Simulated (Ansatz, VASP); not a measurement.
**In in VASP and in Ansatz**

```
In
1.0
    -1.66427    1.66427    2.35480
     1.66427   -1.66427    2.35480
     1.66427    1.66427   -2.35480
In
1
Direct
  0.00000 0.00000 0.00000
```

Alike in both runs: functional PBE; dispersion D3(BJ); k mesh 18 × 18 × 18; occupations gaussian, width 0.1 eV; no spin polarisation.

Ansatz relaxed the structure, and its values are those at the end. VASP's run is a single point on that final structure, the one shown.

|  | VASP | Ansatz |
| --- | --- | --- |
| version | VASP 6.6.1 | Ansatz 0.2.0 |
| potentials or method | VASP PAW PBE potentials, release 64 (In_d) | scalar-relativistic, plane waves, PAW |
| plane-wave cutoff (eV) | 520 | 420 |
| valence electrons in the cell | 13 | 13 |

|  | VASP | Ansatz | Ansatz less VASP |
| --- | --- | --- | --- |
| gap on the k mesh at the Fermi level (eV) | none | none | - |
| pressure (GPa) | -0.1 | 0.0 | +0.10 |

A gap of «none» marks a metal or a gap that the smearing closes.

Caveats: pairwise dispersion overbinds metals, which lowers pressure and volume.
